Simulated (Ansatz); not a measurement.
ZnO: relaxed-ion elastic tensor

Computed with Ansatz 0.2.0, DFT PBE, scalar-relativistic, plane waves, PAW. Cutoff 420 eV, 8×4×6 k-points (Γ-centred), fixed occupations. No spin polarisation.

Relaxed structure:
```yaml
crystal:
  lattice:
    - [3.34955, 0.00000, 0.00000]
    - [0.00000, 10.15017, 0.00000]
    - [0.00000, 0.00000, 4.75304]
  atoms:
    - { symbol: Zn, position: [0.50000, 0.85151, 0.10748] }
    - { symbol: Zn, position: [0.50000, 0.14849, 0.10748] }
    - { symbol: Zn, position: [0.00000, 0.00000, 0.61132] }
    - { symbol: Zn, position: [0.50000, 0.50000, 0.38868] }
    - { symbol: Zn, position: [0.00000, 0.35151, 0.89252] }
    - { symbol: Zn, position: [0.00000, 0.64849, 0.89252] }
    - { symbol: O, position: [0.50000, 0.00000, 0.37444] }
    - { symbol: O, position: [0.00000, 0.84804, 0.87197] }
    - { symbol: O, position: [0.00000, 0.15196, 0.87197] }
    - { symbol: O, position: [0.50000, 0.34804, 0.12803] }
    - { symbol: O, position: [0.50000, 0.65196, 0.12803] }
    - { symbol: O, position: [0.00000, 0.50000, 0.62556] }
```

It was reached by relaxing an invented guess, and it needn't be the stable form of this composition.

Question: Give the relaxed-ion elastic constants (GPa, Voigt order xx yy zz yz xz xy, on the Cartesian axes of the cell above).

Answer:
```
159.2  68.5  82.5   0.0   0.0   0.0
 68.5 203.6  99.5   0.0   0.0   0.0
 82.6  99.5 104.8   0.0   0.0   0.0
  0.0   0.0   0.0  40.7   0.0   0.0
  0.0   0.0   0.0   0.0  40.4   0.0
  0.0   0.0   0.0   0.0   0.0  25.3
```

Question: Is the crystal stable against homogeneous strain?

Answer: Yes: the least eigenvalue of the tensor is 25.3 GPa.

Question: And the moduli of a polycrystal (Hill averages)?

Answer: B = 103 GPa, G = 32 GPa, E = 88 GPa, ν = 0.36.
